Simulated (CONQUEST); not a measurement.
Crystal: Pb.

```
CELL_PARAMETERS angstrom
3.50021 0.00000 0.00000
0.00000 3.50021 0.00000
0.00000 0.00000 4.95004
ATOMIC_POSITIONS crystal
Pb 0.00000 0.00000 0.00000
Pb 0.50000 0.50000 0.50000
```

Program: CONQUEST 1.3. Alike in all runs: task single point; level PBE; no spin polarisation; cell as given; smearing fermi-dirac 0.05 eV.

**Question.** Order these runs on this cell by their pressure, lowest first.
A. potentials or basis PseudoDojo NC PBE, DZP, grid cutoff 120 Ha; k mesh 8 × 8 × 6
B. potentials or basis PseudoDojo NC PBE, SZ, grid cutoff 120 Ha; k mesh 8 × 8 × 6
C. potentials or basis PseudoDojo NC PBE, SZP, grid cutoff 120 Ha; k mesh 6 × 6 × 4

**Answer.** A (3.0 GPa), C (4.8 GPa), B (6.4 GPa).

Caveats: the box holds several primitive cells, so bands are folded and the points are those of the box's own zone; the basis of atomic orbitals isn't converged, which shifts pressures, moduli and gaps; the atomic basis is small (some runs); the real-space grid breaks the cell's symmetry a little (some runs).
